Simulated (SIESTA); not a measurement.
Crystal: CoO.

```
Co O
1.0
     1.50547    0.86918    2.43993
    -1.50547    0.86918    2.43993
     0.00000   -1.73837    2.43993
Co O
1 1
Direct
  0.00000 0.00000 0.00000
  0.50000 0.50000 0.50000
```

The cell is a database's computed one.

Base run:

```yaml
Program: SIESTA 5.4.2
Functional: PBE
Potentials_or_basis: SPMS 1.0 (PBE files) or PseudoDojo by element
Basis: DZP (energy shift 0.003 Ry; two zetas on semicore shells)
Grid_cutoff: 800 Ry
Energy_shift: 0.003 Ry
k_mesh: 8 × 8 × 8
Occupations: fermi-dirac, width 0.05 eV
Spin: collinear spin, ferromagnetic start
Starting_moments: "[2.0, 0.0] μB"
```

Its results: band gap on the k mesh none (metal or under the smearing width); pressure -0.8 GPa; net moment 2.90 μB per cell; site moments Co +2.54; O +0.36 μB.

Q: The run is repeated on the same cell with these changes: potentials or basis from SPMS 1.0 (PBE files) or PseudoDojo by element to PseudoDojo 0.5 standard (PBE files). What comes out?

A: Band gap on the k mesh none (metal or under the smearing width); pressure 1.2 GPa; net moment 2.96 μB per cell; site moments Co +2.60; O +0.36 μB.

Caveats: short orbitals over semicore shells can move pressures by several GPa; the basis of atomic orbitals isn't converged, which shifts pressures, moduli and gaps; a cell with one magnetic atom can't hold antiferromagnetic order, which such compounds often take; semilocal functionals often make such compounds metallic where correlation or magnetic order opens a gap, which also shifts bond lengths; the valence orbitals were made in a potential fitted to the semicore shell under them, which widens gaps by tenths of an eV or more (some runs).
